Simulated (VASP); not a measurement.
# SiO2 (Stishovite) (P4_2/mnm) in VASP: a series of runs, part 2 of 2

VASP 6.6.1.

### 5 Relaxation of cell and atoms, LDA

This run uses another cell than the first one, of 7.75 Å³/atom, 1.033 times its volume.

INCAR

```
SYSTEM = SiO2
  PREC = Accurate
  ENCUT = 600
  EDIFF = 1E-6
  ISMEAR = 0
  SIGMA = 0.03
  LREAL = .False.
  LASPH = .True.
  NELM = 80
  ALGO = Normal
  ISIF = 3
  LWAVE = .False.
  LCHARG = .False.
  IBRION = 2
  NSW = 90
  EDIFFG = -0.01
  KPAR = 2
```

KPOINTS

```
regular mesh
0
Gamma
  8 8 10
  0 0 0
```

POSCAR

```
SiO2
1.0
    4.1773000000      0.0000000000      0.0000000000
    0.0000000000      4.1773000000      0.0000000000
    0.0000000000      0.0000000000      2.6652000000
Si O
2 4
Direct
    0.0000000000      0.0000000000      0.0000000000
    0.5000000000      0.5000000000      0.5000000000
    0.3059000000      0.3059000000      0.0000000000
    0.1941000000      0.8059000000      0.5000000000
    0.6941000000      0.6941000000      0.0000000000
    0.8059000000      0.1941000000      0.5000000000
```

Potentials or basis: VASP PAW LDA potentials, release 64 (Si, O).

On the command line:

```
$ cat potpaw_LDA.64/Si/POTCAR potpaw_LDA.64/O/POTCAR > POTCAR
$ mpirun -np 2 vasp_std > vasp.out
```

It took 34 s on 2 MPI ranks of Intel Xeon 6975P-C (Granite Rapids), shared host; peak memory 0.19 GiB.

Results (log left out):

| Property | Result |
| --- | --- |
| Free energy | -51.9892 eV |
| Relaxed volume | 7.67 Å³/atom |
| Relaxed cell | a = 4.154 Å, b = 4.154 Å, c = 2.665 Å, α = 90.00°, β = 90.00°, γ = 90.00° |
| Space group after relaxing (to 0.05 Å) | P4_2/mnm (No. 136) |
| Energy gained by relaxing | 1.0 meV/atom |
| Ionic steps | 4 |
| Pressure after relaxing | 0.0 GPa |
| Largest force after relaxing | 0.009 eV/Å |
| Band gap on the k mesh | 5.78 eV, direct |

Forces on the atoms (eV/Å):
```
Si   0.000  0.000  0.000
Si   0.000  0.000  0.000
O    0.006  0.006  0.000
O   -0.006  0.006  0.000
O   -0.006 -0.006  0.000
O    0.006 -0.006  0.000
```

Stress tensor (GPa, compression positive):
```
-0.04  0.00  0.00
 0.00 -0.04  0.00
 0.00  0.00  0.17
```

The path:
```
step  energy change (eV)  largest force (eV/Å)  pressure (GPa)  volume (Å³)
   1              0.0000                0.0031           -3.01        46.51
   2              0.0012                0.1675            3.89        45.53
   3             -0.0047                0.0770            0.19        46.05
   4             -0.0058                0.0090            0.03        46.00
```

Final structure:
```
CELL_PARAMETERS angstrom
4.15448 0.00000 0.00000
0.00000 4.15448 0.00000
0.00000 0.00000 2.66520
ATOMIC_POSITIONS crystal
Si 0.00000 0.00000 0.00000
Si 0.50000 0.50000 0.50000
O 0.30535 0.30535 0.00000
O 0.19465 0.80535 0.50000
O 0.69465 0.69465 0.00000
O 0.80535 0.19465 0.50000
```

Levels at points of the mesh, in eV from the valence-band top:
```csv
k point,band 14,band 15,band 16,band 17,band 18,band 19
"(0.00, 0.00, 0.00)",-0.91,-0.91,0.00,5.78,6.41,8.33
"(0.50, 0.00, 0.00)",-2.76,-1.09,-1.09,7.72,7.72,8.89
"(0.50, 0.50, 0.00)",-2.79,-2.35,-2.35,7.38,7.38,9.92
"(0.00, 0.00, 0.50)",-3.25,-2.76,-2.76,9.05,9.05,12.48
"(0.50, 0.00, 0.50)",-2.35,-1.83,-1.83,8.69,8.69,9.87
"(0.50, 0.50, 0.50)",-1.79,-1.61,-1.61,7.15,7.15,10.88
```

### 6 Relaxation of cell and atoms, LDA

This run uses another cell than the first one, of 7.67 Å³/atom, 1.022 times its volume.

Changes to INCAR since step 5:

```diff
@@ -3,3 +3,3 @@
   ENCUT = 600
-  EDIFF = 1E-6
+  EDIFF = 1E-7
   ISMEAR = 0
@@ -15,3 +15,3 @@
   NSW = 90
-  EDIFFG = -0.01
+  EDIFFG = -0.005
   KPAR = 2
```

KPOINTS is that of step 5.

POSCAR

```
SiO2                                    
1.0
    4.1544836962      0.0000000000      0.0000000000
    0.0000000000      4.1544836962      0.0000000000
    0.0000000000      0.0000000000      2.6652003469
  Si              O             
     2     4
Direct
     1.0000000000000000    1.0000000000000000    0.0000000000000000
     0.5000000000000000    0.5000000000000000    0.5000000000000000
     0.3053501034732652    0.3053501034732652    0.0000000000000000
     0.1946498965267348    0.8053501034732652    0.5000000000000000
     0.6946498965267348    0.6946498965267348    1.0000000000000000
     0.8053501034732652    0.1946498965267348    0.5000000000000000
```

Potentials or basis: VASP PAW LDA potentials, release 64 (Si, O).

On the command line:

```
$ cat potpaw_LDA.64/Si/POTCAR potpaw_LDA.64/O/POTCAR > POTCAR
$ mpirun -np 2 vasp_std > vasp.out
```

OUTCAR:

```text
SYSTEM = SiO2
   PREC = Accurate
   ENCUT = 600
   EDIFF = 1E-7
   ISMEAR = 0
   LREAL = .False.
   LASPH = .True.
   NELM = 80
   ISIF = 3
   IBRION = 2
   NSW = 90
   EDIFFG = -0.005

 ion  position               nearest neighbor table
   1  0.000  0.000  0.000-   4 1.76   6 1.76   4 1.76   6 1.76   5 1.79   3 1.79
   2  0.500  0.500  0.500-   3 1.76   5 1.76   3 1.76   5 1.76   4 1.79   6 1.79
   3  0.305  0.305  0.000-   2 1.76   2 1.76   1 1.79
   4  0.195  0.805  0.500-   1 1.76   1 1.76   2 1.79
   5  0.695  0.695  0.000-   2 1.76   2 1.76   1 1.79
   6  0.805  0.195  0.500-   1 1.76   1 1.76   2 1.79

  LATTYP: Found a simple tetragonal cell.
 ALAT       =     4.1544836962
 C/A-ratio  =     0.6415238431

  Lattice vectors:

 A1 = (   4.1544836962,   0.0000000000,   0.0000000000)
 A2 = (   0.0000000000,   4.1544836962,   0.0000000000)
 A3 = (   0.0000000000,   0.0000000000,   2.6652003469)

Analysis of symmetry for initial positions (statically):
=====================================================================
 Subroutine PRICEL returns:
 Original cell was already a primitive cell.

 Routine SETGRP: Setting up the symmetry group for a
 simple tetragonal supercell.

 Subroutine GETGRP returns: Found 16 space group operations
 (whereof  8 operations were pure point group operations)
 out of a pool of 16 trial point group operations.

The static configuration has the point symmetry D_2h.
 The point group associated with its full space group is D_4h.

Analysis of symmetry for dynamics (positions and initial velocities):
=====================================================================
 Subroutine PRICEL returns:
 Original cell was already a primitive cell.

 Routine SETGRP: Setting up the symmetry group for a
 simple tetragonal supercell.

 Subroutine GETGRP returns: Found 16 space group operations
 (whereof  8 operations were pure point group operations)
 out of a pool of 16 trial point group operations.

The dynamic configuration has the point symmetry D_2h.
 The point group associated with its full space group is D_4h.

 Subroutine INISYM returns: Found 16 space group operations
 (whereof  8 operations are pure point group operations),
 and found     1 'primitive' translations

----------------------------------------------------------------------------------------

                                     Primitive cell

  volume of cell :      46.0007

  direct lattice vectors                    reciprocal lattice vectors
     4.154483696  0.000000000  0.000000000     0.240703797  0.000000000  0.000000000
     0.000000000  4.154483696  0.000000000     0.000000000  0.240703797  0.000000000
     0.000000000  0.000000000  2.665200347     0.000000000  0.000000000  0.375206315

  length of vectors
     4.154483696  4.154483696  2.665200347     0.240703797  0.240703797  0.375206315

  position of ions in fractional coordinates (direct lattice)
     0.000000000  0.000000000  0.000000000
     0.500000000  0.500000000  0.500000000
     0.305350103  0.305350103  0.000000000
     0.194649897  0.805350103  0.500000000
     0.694649897  0.694649897  0.000000000
     0.805350103  0.194649897  0.500000000

  ion indices of the primitive-cell ions
   primitive index   ion index
                 1           1
                 2           2
                 3           3
[... 58 lines left out ...]
   number of dos      NEDOS =    301   number of ions     NIONS =      6
   total plane-waves  NPLWV =  31104
   dimension x,y,z NGX =    36 NGY =   36 NGZ =   24
   dimension x,y,z NGXF=    72 NGYF=   72 NGZF=   48
   ions per type =               2   4
   NGX,Y,Z   is equivalent  to a cutoff of  14.41, 14.41, 14.97 a.u.
   NGXF,Y,Z  is equivalent  to a cutoff of  28.81, 28.81, 29.94 a.u.
 SYSTEM =  SiO2
   PREC   = accura    normal or accurate (medium, high low for compatibility)
   ISTART =      0    job   : 0-new  1-cont  2-samecut
   ICHARG =      2    charge: 1-file 2-atom 10-const
   ISPIN  =      1    spin polarized calculation?
   LNONCOLLINEAR =      F non collinear calculations
   LSORBIT =      F    spin-orbit coupling
   LASPH  =      T    aspherical Exc in radial PAW
   ENCUT  =  600.0 eV  44.10 Ry    6.64 a.u.   8.30  8.30  5.32*2*pi/ulx,y,z
   NELM   =     80;   NELMIN=  2; NELMDL= -5     # of ELM steps
   EDIFF  = 0.1E-06   stopping-criterion for ELM
   LREAL  =      F    real-space projection
   EDIFFG = -.5E-02   stopping-criterion for IOM
   NSW    =     90    number of steps for IOM
   IBRION =      2    ionic relax: 0-MD 1-quasi-New 2-CG
   NFREE  =      1    steps in history (QN), initial steepest desc. (CG)
   ISIF   =      3    stress and relaxation
   ISYM   =      2    0-nonsym 1-usesym 2-fastsym
   POTIM  = 0.5000    time-step for ionic-motion
   TEBEG  =    0.0;   TEEND  =   0.0 temperature during run
   PSTRESS=    0.0 pullay stress
   NELECT =      32.0000    total number of electrons
   NUPDOWN=      -1.0000    fix difference up-down
   EMIN   =  10.00;   EMAX   =-10.00  energy-range for DOS
   EFERMI =   0.00;   METHOD = LEGACY
   ISMEAR =     0;   SIGMA  =   0.03  broadening in eV -4-tet -1-fermi 0-gaus
   EFERMI_NEDOS =   21; number of points for ismear=-14 and -15
   IALGO  =     38    algorithm
   IMIX   =      4    mixing-type and parameters
     AMIX     =   0.40;   BMIX     =  1.00
     AMIX_MAG =   1.60;   BMIX_MAG =  1.00
  volume/ion in A,a.u.               =       7.67        51.74
  Fermi-wavevector in a.u.,A,eV,Ry     =   1.450564  2.741168 28.628499  2.104135
  Thomas-Fermi vector in A             =   2.568161
   LORBIT       =      0    0 simple, 1 ext, 2 COOP (PROOUT), +10 PAW based schemes
   GGA     = CA    functional components
   LHFCALC =     F    Hartree Fock is set to
   AEXX    =    0.0000 exact exchange contribution
   IVDW    =     0    specifies the selected vdW correction
   LEPSILON=     F    determine dielectric tensor
   LRPA    =     F    only Hartree local field effects (RPA)
 conjugate gradient relaxation of ions
 non-spin polarized calculation
 Gauss-broadening in eV      SIGMA  =   0.03
  energy-cutoff  :      600.00
  volume of cell :       46.00
 maximum number of plane-waves:      1558
 NGX is ok and might be reduce to    36
   NGX = 17   NGY = 17   NGZ = 11

--------------------------------------- Ionic step        1  -------------------------------------------

 number of electron      31.9999997 magnetization

 Free energy of the ion-electron system (eV)
  ---------------------------------------------------
  ext. energy  EPLUGINS =         0.00000000
  ---------------------------------------------------
  free energy    TOTEN  =       -51.98689029 eV

  energy without entropy =      -51.98689029  energy(sigma->0) =      -51.98689029

------------------------ aborting loop because EDIFF is reached ----------------------------------------

  FORCE on cell =-STRESS in cart. coord.  units (eV):
  Direction    XX          YY          ZZ          XY          YZ          ZX
  --------------------------------------------------------------------------------------
  -------------------------------------------------------------------------------------
  Total       -0.0054227     -0.0054227      0.0571326      0.0000000      0.0000000      0.0000000
  in kB       -0.1888684     -0.1888684      1.9898971      0.0000000      0.0000000      0.0000000
  external PRESSURE =       0.5373868 kB  Pullay stress =       0.0000000 kB
[... 67 lines left out ...]
--------------------------------------- Ionic step        3  -------------------------------------------

 number of electron      31.9999996 magnetization

 Free energy of the ion-electron system (eV)
  ---------------------------------------------------
  ext. energy  EPLUGINS =         0.00000000
  ---------------------------------------------------
  free energy    TOTEN  =       -51.98690373 eV

  energy without entropy =      -51.98690373  energy(sigma->0) =      -51.98690373

 E-fermi :   8.4007     XC(G=0): -12.7964

 val. band max:        8.2790419851   @ k =   0.0000   0.0000   0.0000
 cond. band min:      14.0583598089   @ k =   0.0000   0.0000   0.0000
 fundamental gap:      5.7793178238
 Fermi energy:         8.4007276500

 k-point     1 :       0.0000    0.0000    0.0000
  band No.  band energies     occupation
      1     -14.2643      2.00000
      2     -10.4527      2.00000
      3     -10.4527      2.00000
      4     -10.1715      2.00000
      5      -2.7536      2.00000
      6       1.6942      2.00000
[... 541 lines left out ...]
     19      17.8474      0.00000
     20      17.8474      0.00000

 [... further k-points ...]

------------------------ aborting loop because EDIFF is reached ----------------------------------------

  FORCE on cell =-STRESS in cart. coord.  units (eV):
  Direction    XX          YY          ZZ          XY          YZ          ZX
  --------------------------------------------------------------------------------------
  -------------------------------------------------------------------------------------
  Total       -0.0058738     -0.0058738     -0.0008046     -0.0000000      0.0000000      0.0000000
  in kB       -0.2045324     -0.2045324     -0.0280170     -0.0000000      0.0000000      0.0000000
  external PRESSURE =      -0.1456939 kB  Pullay stress =       0.0000000 kB
[... 21 lines left out ...]
  FREE ENERGIE OF THE ION-ELECTRON SYSTEM (eV)
  ---------------------------------------------------
  free  energy   TOTEN  =       -51.9869037349 eV

  energy  without entropy=      -51.9869037349  energy(sigma->0) =      -51.98690373

 reached required accuracy - stopping structural energy minimisation
```

Wall time 25 s (2 MPI ranks of Intel Xeon 6975P-C (Granite Rapids), shared host); peak memory 0.19 GiB.

Results:

| Quantity | Value |
| --- | --- |
| Free energy | -51.9869 eV |
| Relaxed volume | 7.67 Å³/atom |
| Relaxed cell | a = 4.154 Å, b = 4.154 Å, c = 2.666 Å, α = 90.00°, β = 90.00°, γ = 90.00° |
| Space group after relaxing (to 0.05 Å) | P4_2/mnm (No. 136) |
| Energy gained by relaxing | 0.0 meV/atom |
| Ionic steps | 3 |
| Pressure after relaxing | 0.0 GPa |
| Band gap on the k mesh | 5.78 eV, direct |

Final structure:
```
Si O
1.0
     4.15437    0.00000    0.00000
     0.00000    4.15437    0.00000
     0.00000    0.00000    2.66597
Si O
2 4
Direct
  0.00000 0.00000 0.00000
  0.50000 0.50000 0.50000
  0.30540 0.30540 0.00000
  0.19460 0.80540 0.50000
  0.69460 0.69460 0.00000
  0.80540 0.19460 0.50000
```

A k mesh can miss the band edges. LDA gaps usually lie below the measured ones, often by a third to a half.
